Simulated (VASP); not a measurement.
A run of VASP 6.6.1:

INCAR

```
SYSTEM = K
PREC = Accurate
ENCUT = 580
EDIFF = 1E-7
ISMEAR = 0
SIGMA = 0.1
LREAL = .False.
LASPH = .True.
NELM = 100
ALGO = Normal
ISIF = 3
LWAVE = .False.
LCHARG = .False.
GGA = PS
IBRION = 2
NSW = 90
EDIFFG = -0.005
```

KPOINTS

```
Automatic mesh
0
Gamma
  12 12 12
  0 0 0
```

POSCAR

```
K
1.0
   -2.6180000000      2.6180000000      2.6180000000
    2.6180000000     -2.6180000000      2.6180000000
    2.6180000000      2.6180000000     -2.6180000000
K
1
Direct
    0.0000000000      0.0000000000      0.0000000000
```

Potentials or basis: VASP PAW PBE potentials, release 64 (K_pv).

Launch:

```bash
$ cat potpaw_PBE.64/K_pv/POTCAR > POTCAR
$ mpirun -np 1 vasp_std > vasp.out
```

Hardware: 1 thread of AMD EPYC 9R45 (Zen 5) (shared host).

**Question.** How long does it take, and how much memory?

**Answer.** It took 38 s on 1 thread of AMD EPYC 9R45 (Zen 5), with other jobs on the host, peak memory 0.19 GiB. Counts: scf iterations 23, k points 72, ion steps 3.
